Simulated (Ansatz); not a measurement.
Spin–orbit splittings in Sb

```
Sb
1.0
     2.15060    1.24165    3.74400
    -2.15060    1.24165    3.74400
     0.00000   -2.48330    3.74400
Sb
2
Direct
  0.23364 0.23364 0.23364
  0.76636 0.76636 0.76636
```

Atom numbers follow the list: Sb1, Sb2.

The conventional cell has a = 4.301 Å, b = 4.301 Å, c = 11.232 Å, α = 90.00°, β = 90.00°, γ = 120.00°. Around Sb (atom 1) lie 3 Sb at 2.90 Å.

The structure is an experimental refinement, used without relaxation.

Levels of theory: DFT, PBE, all-electron LAPW, scalar-relativistic (Ansatz 0.2.0); DFT, PBE, all-electron LAPW, Dirac equation with spin-orbit coupling (Ansatz 0.2.0).

Numerical set-up: a Γ-centred 9×9×9 k mesh, Fermi–Dirac smearing of 0.05 eV, basis error target 0.5 meV/atom, no spin polarisation.

Levels between -4 and 3 eV, each run counted from its own valence-band top where it has a gap, else its Fermi level. Scalar levels are listed once for both spins; with the coupling every spinor state is counted. Levels near the edges of the range can cross them.

Task: At Γ (0.000, 0.000, 0.000) the scalar-relativistic levels are -2.08, -1.82 (×2), 2.10, 2.71 (×2). What are they with spin–orbit coupling?

Result: -2.42 (×2), -1.71 (×2), -1.54 (×2), 1.89 (×2), 2.66 (×2), 2.99 (×2).

Task: At T (0.500, 0.500, 0.500) the scalar-relativistic levels are -1.33 (×2), -0.45, 0.11 (×2), 1.11. What are they with spin–orbit coupling?

Result: -1.59 (×2), -1.07 (×2), -0.54 (×2), 0.02 (×2), 0.33 (×2), 1.16 (×2).
